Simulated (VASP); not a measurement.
# MgO: equation of state with PBE

MgO:

```
Mg O
1.0
     3.30779    0.00000    0.00000
    -1.65389    2.86463    0.00000
     0.00000    0.00000    4.98288
Mg O
2 2
Direct
  0.66667 0.33333 0.50216
  0.33333 0.66667 0.00216
  0.66667 0.33333 0.90244
  0.33333 0.66667 0.40244
```

Measurements of this composition are mostly on another form, of space group No. 225.

```json
{"Program": "VASP 6.6.1", "Task": "equation of state", "Functional": "PBE", "Potentials or basis": "VASP PAW PBE potentials, release 64 (Mg, O)", "Cutoff": "520 eV", "k mesh": "9 × 9 × 6", "Occupations": "fermi-dirac, width 0.05 eV", "Spin": "no spin polarisation", "Further INCAR settings": "ALGO = Normal; EDIFF = 1e-07; NBANDS = 16"}
```

| Property | Result |
| --- | --- |
| Equilibrium volume | 12.11 Å³/atom |
| Bulk modulus at fixed shape and positions | 117 GPa |
| Pressure derivative of the bulk modulus | 4.1 |

Energy against volume, from the lowest point:
| volume (Å³/atom) | energy (meV/atom) |
| --- | --- |
| 11.096 | 35.58 |
| 11.332 | 20.09 |
| 11.568 | 9.30 |
| 11.804 | 2.74 |
| 12.040 | 0.00 |
| 12.276 | 0.72 |
| 12.512 | 4.59 |

All runs of the series together: 3.2 min on 1 thread of Intel(R) Xeon(R) Platinum 8488C (Sapphire Rapids), on a shared host.

Caveat: the cell was scaled at fixed shape and fractional positions, which overstates the stiffness of a crystal with free parameters, most of all of layers and chains.
